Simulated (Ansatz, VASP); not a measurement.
**Mo in VASP and in Ansatz**

```
Mo
1.0
     2.77654    0.00000    0.00000
    -1.38827    2.40456    0.00000
     0.00000    0.00000    2.59351
Mo
1
Direct
  0.00000 0.00000 0.50000
```

Change from the starting cell: strain +0.015 along x and y, +0.015 along z, atoms carried along.

Alike in both runs: task single point; functional PBEsol; k mesh 18 × 18 × 18; occupations gaussian, width 0.15 eV; no spin polarisation.

```csv
,VASP,Ansatz
version,VASP 6.6.1,Ansatz 0.2.0
potentials or method,"VASP PAW PBE potentials, release 64 (Mo_sv)","scalar-relativistic, plane waves, PAW"
plane-wave cutoff (eV),520,420
valence electrons in the cell,14,14
```

```csv
,VASP,Ansatz,Ansatz less VASP
gap on the k mesh at the Fermi level (eV),none,none,-
pressure (GPa),-11.9,-12.3,-0.40
largest component of the traceless stress (GPa),4.18,4.24,+0.067
```

A gap of «none» marks a metal or a gap that the smearing closes. With one functional, cell and mesh, what is left measures potentials, basis and numerics.

Caveats: the PAW data sets were made with another functional, which shifts forces and pressure a little (VASP).
